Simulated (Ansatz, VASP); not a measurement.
# Ag in VASP and in Ansatz

```
Ag
1.0
     0.00000    2.02721    2.02721
     2.02721    0.00000    2.02721
     2.02721    2.02721    0.00000
Ag
1
Direct
  0.00000 0.00000 0.00000
```

Alike in both runs: functional PBEsol; k mesh 18 × 18 × 18; occupations gaussian, width 0.1 eV; no spin polarisation.

Ansatz relaxed the structure, and its values are those at the end. VASP's run is a single point on that final structure, the one shown.

```csv
,VASP,Ansatz
version,VASP 6.6.1,Ansatz 0.2.0
potentials or method,"VASP PAW PBE potentials, release 64 (Ag)","scalar-relativistic, plane waves, PAW"
plane-wave cutoff (eV),520,420
valence electrons in the cell,11,19
```

Ansatz gave:

- gap on the k mesh at the Fermi level (eV): none
- pressure (GPa): 0.0

**Question.** What did VASP give for the same quantities?

**Answer.** gap on the k mesh at the Fermi level (eV): none; pressure (GPa): -0.3.

A gap of «none» marks a metal or a gap that the smearing closes. The two sets of potentials don't hold the same shells in valence.

Caveats: the PAW data sets were made with another functional, which shifts forces and pressure a little (VASP).
